# Six functionals judge the size of one PbSe cell

Pressure in a fixed cell is a complaint about size. The atoms stay where they are, and the sign tells which way the cell would move if it were released. A positive value means that it would expand, a negative one that it would shrink. The geometry is the same in every row, so the pressures compare the volumes that the functionals prefer.

ABINIT 10.8.3, plane-wave DFT with PAW potentials for PbSe (Fm-3m, 2 atoms, conventional edge 6.121 Å), with the same fixed cell in every row. All runs use an 8 × 8 × 8 k mesh and Fermi-Dirac smearing of 0.05 eV, without spin polarisation, spin-orbit coupling or dispersion correction. Pressure is positive in compression.

| functional | potentials | wave cutoff | pressure (GPa) |
| --- | --- | --- | --- |
| PBE | JTH-PAW-PBE-v2.0-sp | 408.171 eV | 2.440 |
| PBEsol | JTH-PAW-PBE-v2.0-sp | 408.171 eV | -0.390 |
| r2SCAN | JTH-PAW-LDA-v2.0-sp | 489.805 eV | 1.330 |
| HLE16 | JTH-PAW-PBE-v2.0-sp | 408.171 eV | -7.690 |
| LDA-VWN | JTH-PAW-LDA-v2.0-sp | 408.171 eV | -2.110 |
| SOGGA | JTH-PAW-PBE-v2.0-sp | 408.171 eV | -1.190 |

### 1. Which functionals find this cell too small?

PBE and r2SCAN do; the other four find it too large. In PBE the pressure is 2.44 GPa, which means that, to first order, one per cent of extra volume would lower the energy by about 9 meV per PbSe. That is a small energy, yet it decides the lattice constant, because the energy curve is flat near its minimum.

### 2. Why does PBE push outward while PBEsol pulls slightly inward?

When the crystal expands, the electron density between the ions thins out and becomes more uneven relative to its own size. PBE lowers the exchange energy where the density varies strongly, so expansion earns a reward. PBEsol gives a weaker reward for the same unevenness and therefore settles at a smaller volume. It also weakens the gradient term of correlation, which works in the opposite direction, but the change in exchange is expected to outweigh it.

The two rows share potentials and cutoff, so the drop of 2.83 GPa between them comes from the functional. That the gradient reward is the cause is an argument from the known form of the two functionals; the table has no separate column for it. SOGGA, which also treats gradients in exchange more weakly than PBE, lies on the same side as PBEsol and a further 0.80 GPa down.

### 3. What happens if the gradient is ignored altogether?

LDA judges each point by its density alone and gives no reward for unevenness. It binds too tightly in most solids, and here it pulls inward with −2.11 GPa, below both PBEsol and SOGGA. PBE and LDA thus bracket the other two, as the argument of question 2 suggests.

LDA uses other potentials than these three functionals. The step of 0.92 GPa from SOGGA to LDA may therefore contain a contribution from the potentials, and no run here measures it.

### 4. How much lattice constant is a pressure of 2 GPa?

A stiff crystal needs only a small change of size to get rid of its pressure. The bulk modulus $B$ measures this stiffness: it is the pressure needed per relative change of volume. For a small change, the volume $V$ must therefore grow by $\Delta V/V \approx P/B$, where $P$ is the pressure. The edge $a$ of a cube changes by a third of that:

$$\frac{\Delta a}{a} \approx \frac{P}{3B}$$

With a rough recalled $B$ of 50 GPa, PBE gives $2.44/150$, or 1.6 %. On the edge of 6.12 Å this is an expansion of about 0.10 Å. LDA gives a contraction of about 0.09 Å. The two functionals would thus disagree by nearly 0.2 Å about the same crystal.

No relaxed cell is available to test these values, and an error in $B$ passes straight into them. The formula also assumes a constant stiffness, which is reasonable for shifts of a per cent or two but not for the large pressure of HLE16.

### 5. What would change if the fixed cell had a one per cent longer edge?

By the same formula each pressure would fall by about 1.5 GPa. HLE16 is left out: this cell is far larger than the one it prefers, so its stiffness here may be quite different from 50 GPa. PBE would still push outward, r2SCAN would come close to zero, and PBEsol would pull inward clearly. The sign thus depends on the cell that was chosen. The differences between functionals would stay nearly the same as long as their stiffness is similar, and they are the more useful result.

### 6. Does a larger band gap go with a more positive pressure?

The same runs give gaps of 0.31 eV in PBE and 0.22 eV in PBEsol, which looks like a rule. HLE16 breaks it: it has the largest gap, 1.54 eV, and by far the lowest pressure, −7.69 GPa. Even among the other five rows the rule is loose, since r2SCAN has a larger gap than PBE but a lower pressure. All these gaps leave out spin-orbit coupling, which changes the gap of PbSe strongly, so they serve only for comparison among these runs.

HLE16 was designed to open gaps, and it does so by strengthening exchange as a whole, not only where the density is uneven. It also weakens correlation, but that is the much smaller part of the energy. Exchange energy grows faster than the density itself, so a general strengthening should favour a compact crystal. In the fixed cell, the calculated charge inside the atomic spheres is the largest of all rows for both Pb and Se. The electrons are thus drawn closer to the atoms, which fits this picture but does not prove it. Moreover, the potentials are unfit for so strongly altered a functional, and the table cannot tell how much of the low pressure is their fault.

### 7. Which digits and which orderings can be trusted?

The order PBE, PBEsol, SOGGA is the firmest result, because these rows differ in the functional alone. Their shared potentials were made for PBE, however, and the effect of using them with the other two functionals is untested. The place of r2SCAN between PBE and PBEsol is less secure: it was run with potentials made for LDA and a higher cutoff, and the program warned of very low densities. Its total energy is also out of line: it is positive, while those of all the other runs are negative. A constant offset from the core would not touch the pressure, but no run shows that the offset is constant.

The negative sign of PBEsol, at −0.39 GPa, should not carry a conclusion. A finite set of plane waves tends to make the computed pressure too negative, and no run with a higher cutoff shows by how much. The density of the k mesh is untested too. At equal settings much of both errors should cancel in differences, so the step of almost 3 GPa from PBE is far safer than the sign of PBEsol. The third decimal in the table carries no information: it is a filled-in zero, and the PBE run itself gave 2.442 GPa.

### 8. Is PBEsol the best functional here because its pressure is nearest to zero?

That does not follow. A real crystal at room temperature is held slightly open by the vibrations of its atoms, which these static calculations leave out. In a cell measured at room temperature, even an exact static calculation would therefore show a somewhat negative pressure. Spin-orbit coupling, which is strong in lead, is missing as well, and the filled outer d shell of lead is frozen in the core. The effect of neither on the pressure is tested.

A fair ranking would relax the cell with each functional, add the vibrations and compare the edge with experiment. Until then the pressures show which way a choice of functional is likely to bias the lattice constant: PBE towards a larger cell than PBEsol, LDA towards a smaller one. The printed analysis below lists the differences and the estimated edge changes.

Numerical output:

```
number of rows that push outward: 2
number of rows that pull inward: 4
PBEsol less PBE, same potentials and cutoff (GPa): -2.83
SOGGA less PBEsol, same potentials and cutoff (GPa): -0.8
SOGGA less PBE, same potentials and cutoff (GPa): -3.63
LDA less PBE, each with its own potentials (GPa): -4.55
LDA less SOGGA, different potentials (GPa): -0.92
r2SCAN less PBE, different potentials and cutoff (GPa): -1.11
HLE16 less LDA, different potentials (GPa): -5.58
spread of all six rows (GPa): 10.13
spread without HLE16 (GPa): 4.55
first-order energy change of PBE for 1 percent more volume (meV per PbSe): -8.732
estimated edge change PBE (percent): 1.627
estimated edge change PBEsol (percent): -0.26
estimated edge change SOGGA (percent): -0.7933
estimated edge change LDA (percent): -1.407
estimated edge change PBE (angstrom): 0.09957
estimated edge change LDA (angstrom): -0.08611
pressure and gap in the same fixed cell:
      row  pressure_GPa  gap_eV
      PBE          2.44   0.309
   PBEsol         -0.39   0.216
   r2SCAN          1.33   0.617
    HLE16         -7.69   1.537
  LDA-VWN         -2.11   0.204
    SOGGA         -1.19   0.175
rank correlation of pressure and gap, all rows: 0.02857
rank correlation of pressure and gap, without HLE16: 0.8
```
